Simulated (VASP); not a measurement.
# Au (I4/mmm) in VASP: notebook, part 2 of 2

VASP 6.6.1.

### Step 3. Single point, r2SCAN

This run uses another cell than the first one: it holds 4 atoms, not 1.

The input, POSCAR:

```
Au
1.0
    2.2416747872     -3.7992230503      0.0000000000
    2.2416747872      3.7992230503      0.0000000000
    0.0000000000      0.0000000000      4.4893131936
Au
4
Direct
    0.1525000000      0.8475000000      0.0785000000
    0.6525000000      0.3475000000      0.4215000000
    0.8475000000      0.1525000000      0.9215000000
    0.3475000000      0.6525000000      0.5785000000
```

The input, INCAR.step1:

```
SYSTEM = Au
ALGO     = Normal         ! electronic algorithm
EDIFF    = 1E-4           ! SCF threshold, eV
ENCUT    = 520            ! plane-wave cutoff, eV
GGA      = PE             ! functional
ISMEAR   = 0              ! smearing method
LASPH    = .TRUE.         ! aspherical terms in the spheres
LCHARG   = .FALSE.        ! write CHGCAR
LREAL    = .FALSE.        ! projectors in reciprocal space
LWAVE    = .TRUE.         ! write WAVECAR
NBANDS   = 30             ! bands
NELM     = 100            ! most SCF steps
PREC     = Accurate       ! precision mode
SIGMA    = 0.1            ! smearing width, eV
```

The input, INCAR.step2:

```
SYSTEM = Au
ALGO     = Normal         ! electronic algorithm
EDIFF    = 1E-6           ! SCF threshold, eV
ENCUT    = 520            ! plane-wave cutoff, eV
ISIF     = 2              ! what is computed and relaxed
ISMEAR   = 0              ! smearing method
ISTART   = 1            
LASPH    = .TRUE.         ! aspherical terms in the spheres
LCHARG   = .FALSE.        ! write CHGCAR
LMIXTAU  = .TRUE.       
LREAL    = .FALSE.        ! projectors in reciprocal space
LWAVE    = .FALSE.        ! write WAVECAR
METAGGA  = R2SCAN         ! meta-GGA
NBANDS   = 30             ! bands
NELM     = 100            ! most SCF steps
PREC     = Accurate       ! precision mode
SIGMA    = 0.1            ! smearing width, eV
```

The input, KPOINTS:

```
k-points
0
G
  6 6 4
  0 0 0
```

Potentials or basis: VASP PAW PBE potentials, release 64 (Au).

Launch:

```
$ cat potpaw_PBE.64/Au/POTCAR > POTCAR
$ cp INCAR.step1 INCAR
$ mpirun -np 1 vasp_std > vasp.out
$ cp INCAR.step2 INCAR
$ mpirun -np 1 vasp_std > vasp.out
```

Wall time 1.8 min (1 thread of Intel Xeon 6975P-C (Granite Rapids), shared host); peak memory 0.25 GiB.

The run converged. Its results:

| Item | Value |
| --- | --- |
| Free energy | -200.3564 eV |
| Pressure | 19.1 GPa |
| Largest force | 2.049 eV/Å |
| Band gap on the k mesh | none (metal or under the smearing width) |

Forces in eV/Å, atoms in the order of the input:
```
Au   0.000 -1.895  0.780
Au   0.000 -1.895 -0.780
Au   0.000  1.895 -0.780
Au   0.000  1.895  0.780
```

Stress tensor (GPa, compression positive):
```
 9.40  0.00  0.00
 0.00 32.28  0.00
 0.00  0.00 15.50
```

Levels at points of the mesh, in eV from the Fermi level:
```csv
k point,band 18,band 19,band 20,band 21,band 22,band 23,band 24,band 25,band 26,band 27
"(0.00, 0.00, 0.00)",-2.21,-2.18,-1.63,-1.47,1.86,1.90,4.53,4.92,6.09,7.84
"(0.50, 0.00, 0.00)",-2.87,-2.26,-2.26,-1.56,-1.56,2.91,2.91,4.35,4.35,8.44
"(0.50, 0.50, 0.00)",-2.44,-2.37,-1.99,-1.66,-1.19,0.73,3.04,5.17,5.59,7.83
"(0.00, 0.00, 0.50)",-2.90,-2.04,-2.04,-1.76,-1.76,6.05,6.05,7.49,7.49,7.68
"(0.50, 0.00, 0.50)",-2.08,-2.07,-2.07,-1.27,-1.27,-0.37,-0.37,3.46,3.46,8.13
"(0.50, 0.50, 0.50)",-2.39,-2.05,-2.05,-1.09,-1.09,0.26,0.26,5.35,5.35,5.87
```

Caveat: so large a pressure means that the cell lies far from this level's equilibrium, or that cutoff or potentials fall short; the potentials were made for another functional, which shifts forces and pressure. Spin-orbit coupling is left out, which matters for the levels of Au.

### Step 4. Single point, r2SCAN

This run uses another cell than the first one: it holds 4 atoms, not 1.

The input, POSCAR:

```
Au
1.0
    2.4980088537     -2.5615716646      0.0000000000
    2.4980088537      2.5615716646      0.0000000000
    0.0000000000      0.0000000000      5.5944045155
Au
4
Direct
    0.2499949672      0.7500050328      0.1250014352
    0.7499949672      0.2500050328      0.3749985648
    0.7500050328      0.2499949672      0.8749985648
    0.2500050328      0.7499949672      0.6250014352
```

The input, INCAR.step1:

```
PREC = Accurate
ENCUT = 520
ISMEAR = 0
SIGMA = 0.1
LREAL = F
LASPH = T
NELM = 100
NBANDS = 30
GGA = PE
ALGO = Normal
EDIFF = 1E-4
LWAVE = T
LCHARG = F
```

The input, INCAR.step2:

```
PREC = Accurate
ENCUT = 520
EDIFF = 1E-6
ISMEAR = 0
SIGMA = 0.1
LREAL = F
LASPH = T
NELM = 100
ALGO = Normal
ISIF = 2
LWAVE = F
LCHARG = T
METAGGA = R2SCAN
LMIXTAU = T
LELF = T
LVHAR = T
NBANDS = 30
ISTART = 1
```

The input, KPOINTS:

```
regular mesh
0
Gamma
  4 4 4
```

Launch:

```
$ cat potpaw_PBE.64/Au/POTCAR > POTCAR
$ cp INCAR.step1 INCAR
$ mpirun -np 1 vasp_std > vasp.out
$ cp INCAR.step2 INCAR
$ mpirun -np 1 vasp_std > vasp.out
```

Run time: 71 s. Hardware: 1 thread of Intel Xeon 6975P-C (Granite Rapids), shared host; peak memory 0.19 GiB.

It converged, with:

```yaml
Free_energy: -202.3526 eV
Pressure: 0.3 GPa
Band_gap_on_the_k_mesh: none (metal or under the smearing width)
```

Stress tensor (GPa, compression positive):
```
0.29 0.00 0.00
0.00 0.21 0.00
0.00 0.00 0.39
```

Levels at points of the mesh, in eV from the Fermi level:
| k point | band 19 | band 20 | band 21 | band 22 | band 23 | band 24 | band 25 | band 26 |
| --- | --- | --- | --- | --- | --- | --- | --- | --- |
| (0.00, 0.00, 0.00) | -2.29 | -2.12 | -1.82 | 0.20 | 0.20 | 4.10 | 4.29 | 7.73 |
| (0.50, 0.00, 0.00) | -2.07 | -2.07 | -1.94 | -1.94 | 0.24 | 0.24 | 4.40 | 4.40 |
| (0.50, 0.50, 0.00) | -2.02 | -1.91 | -1.34 | -1.15 | 1.64 | 2.17 | 3.94 | 3.94 |
| (0.00, 0.00, 0.50) | -3.22 | -3.22 | -2.43 | -2.43 | 5.15 | 5.15 | 7.49 | 7.49 |
| (0.50, 0.00, 0.50) | -2.50 | -2.50 | -1.75 | -1.75 | -1.75 | -1.75 | 9.52 | 9.52 |
| (0.50, 0.50, 0.50) | -3.38 | -3.38 | 1.59 | 1.59 | 2.08 | 2.08 | 2.61 | 2.61 |

Caveat: the k mesh is coarse (spacing up to 0.44 Å⁻¹), so the values aren't converged; the PAW data sets were made with another functional, which shifts forces and pressure a little. Spin-orbit coupling is left out, which matters for the levels of Au.

### Step 5. Single point, r2SCAN

This run uses another cell than the first one, of 17.53 Å³/atom, 0.991 times its volume.

The input, POSCAR:

```
Au
1.0
   -1.4577628708      1.4577628708      2.0627470829
    1.4577628708     -1.4577628708      2.0627470829
    1.4577628708      1.4577628708     -2.0627470829
Au
1
Direct
    0.0000000000      0.0000000000      0.0000000000
```

Edit INCAR.step1 of step 4 so:

```diff
@@ -7,3 +7,3 @@
 NELM = 100
-NBANDS = 30
+NBANDS = 12
 GGA = PE
```

The input, INCAR.step2:

```
PREC = Accurate
ENCUT = 520
EDIFF = 1E-7
ISMEAR = 0
SIGMA = 0.1
LREAL = F
LASPH = T
NELM = 100
ALGO = Normal
ISIF = 2
LWAVE = F
LCHARG = F
METAGGA = R2SCAN
LMIXTAU = T
NBANDS = 12
ISTART = 1
```

The input, KPOINTS:

```
Automatic mesh
0
Gamma
  28 28 28
```

Launch:

```
$ cat potpaw_PBE.64/Au/POTCAR > POTCAR
$ cp INCAR.step1 INCAR
$ mpirun -np 1 vasp_std > vasp.out
$ cp INCAR.step2 INCAR
$ mpirun -np 1 vasp_std > vasp.out
```

Run time: 6 min. Hardware: 1 thread of Intel Xeon 6975P-C (Granite Rapids), shared host; peak memory 0.44 GiB.

It converged, with:

```yaml
Free_energy: -50.5968 eV
Pressure: 0.3 GPa
Band_gap_on_the_k_mesh: none (metal or under the smearing width)
```

Levels at points of the mesh, in eV from the Fermi level:
```csv
k point,band 4,band 5,band 6,band 7,band 8,band 9
"(0.00, 0.00, 0.00)",-4.83,-3.38,-3.38,15.31,19.23,19.23
"(0.50, 0.00, 0.00)",-2.19,-2.19,-0.71,2.98,14.79,17.65
"(0.50, 0.50, 0.00)",-1.87,-1.86,1.23,5.73,10.39,10.39
"(0.50, 0.50, 0.50)",-1.87,-1.87,1.22,5.72,10.40,10.40
```

Caveat: the PAW data sets were made with another functional, which shifts forces and pressure a little.

### Step 6. Single point, r2SCAN

This run uses another cell than the first one, of 17.62 Å³/atom, 0.996 times its volume.

The input, POSCAR:

```
Au
1.0
   -1.4168721516      1.4168721516      2.1940942773
    1.4168721516     -1.4168721516      2.1940942773
    1.4168721516      1.4168721516     -2.1940942773
Au
1
Direct
    0.0000000000      0.0000000000      0.0000000000
```

The input, INCAR.step1:

```
PREC     = Accurate       # precision mode
ENCUT    = 520            # plane-wave cutoff, eV
ISMEAR   = 0              # smearing method
SIGMA    = 0.1            # smearing width, eV
LREAL    = F              # projectors in reciprocal space
LASPH    = T              # aspherical terms in the spheres
NELM     = 80             # most SCF steps
NBANDS   = 12             # bands
GGA      = PE             # functional
ALGO     = Normal         # electronic algorithm
EDIFF    = 1E-4           # SCF threshold, eV
LWAVE    = T              # write WAVECAR
LCHARG   = F              # write CHGCAR
```

The input, INCAR.step2:

```
PREC     = Accurate       # precision mode
ENCUT    = 520            # plane-wave cutoff, eV
EDIFF    = 1E-6           # SCF threshold, eV
ISMEAR   = 0              # smearing method
SIGMA    = 0.1            # smearing width, eV
LREAL    = F              # projectors in reciprocal space
LASPH    = T              # aspherical terms in the spheres
NELM     = 80             # most SCF steps
ALGO     = Normal         # electronic algorithm
ISIF     = 2              # what is computed and relaxed
LWAVE    = F              # write WAVECAR
LCHARG   = F              # write CHGCAR
METAGGA  = R2SCAN         # meta-GGA
LMIXTAU  = T            
NBANDS   = 12             # bands
ISTART   = 1
```

The input, KPOINTS:

```
regular mesh
0
Gamma
  8 8 8
```

Potentials or basis: VASP PAW PBE potentials, release 64 (Au).

Launch:

```
$ cat potpaw_PBE.64/Au/POTCAR > POTCAR
$ cp INCAR.step1 INCAR
$ mpirun -np 1 vasp_std > vasp.out
$ cp INCAR.step2 INCAR
$ mpirun -np 1 vasp_std > vasp.out
```

Wall time 15 s (1 thread of Intel Xeon 6975P-C (Granite Rapids), shared host); peak memory 0.14 GiB.

The run converged. Its results:

- Free energy: -50.5688 eV
- Pressure: 0.4 GPa
- Band gap on the k mesh: none (metal or under the smearing width)

Stress tensor (GPa, compression positive):
```
0.26 0.00 0.00
0.00 0.26 0.00
0.00 0.00 0.59
```

Levels at points of the mesh, in eV from the Fermi level:
| k point | band 2 | band 3 | band 4 | band 5 | band 6 | band 7 | band 8 | band 9 | band 10 | band 11 |
| --- | --- | --- | --- | --- | --- | --- | --- | --- | --- | --- |
| (0.00, 0.00, 0.00) | -5.39 | -4.53 | -4.53 | -3.87 | -2.99 | 15.42 | 18.30 | 19.62 | 19.62 | 24.44 |
| (0.50, 0.00, 0.00) | -5.25 | -4.52 | -2.39 | -2.07 | -0.69 | 2.97 | 14.21 | 17.18 | 18.71 | 23.84 |
| (0.50, 0.50, 0.00) | -6.77 | -2.35 | -2.25 | -1.54 | 1.75 | 6.43 | 9.87 | 9.88 | 17.28 | 19.61 |
| (0.50, 0.50, 0.50) | -6.91 | -2.24 | -1.96 | -1.96 | 0.30 | 4.26 | 11.49 | 11.49 | 18.63 | 21.02 |

Caveat: the k mesh is coarse (spacing up to 0.39 Å⁻¹), so the values aren't converged; the PAW data sets were made with another functional, which shifts forces and pressure a little. The run has no spin-orbit coupling, so splittings on Au are missing.

### Step 7. Summary

```tsv
cell	k mesh	mesh quality	gap on the mesh (eV)	pressure (GPa)
I4/mmm, 17.69 Å³/atom	24 × 24 × 24	not flagged	none	0.3
Cmce, 19.12 Å³/atom	6 × 6 × 4	not flagged	none	19.1
Fmmm, 17.9 Å³/atom	4 × 4 × 4	coarse	none	0.3
I4/mmm, 17.53 Å³/atom	28 × 28 × 28	not flagged	none	0.3
I4/mmm, 17.62 Å³/atom	8 × 8 × 8	coarse	none	0.4
```

Alike in all rows: task single point; level r2SCAN; potentials or basis VASP PAW PBE potentials, release 64 (Au); no spin polarisation; cutoff (eV) 520; smearing gaussian 0.1 eV.

Caveats: some runs use coarse meshes; the PAW data sets were made with another functional, which shifts forces and pressure a little (some runs); so large a pressure means that the cell lies far from this level's equilibrium, or that cutoff or potentials fall short (some runs); the potentials were made for another functional, which shifts forces and pressure (some runs).

Total energies depend on the potentials used, so only differences within one code and one set of settings carry meaning.
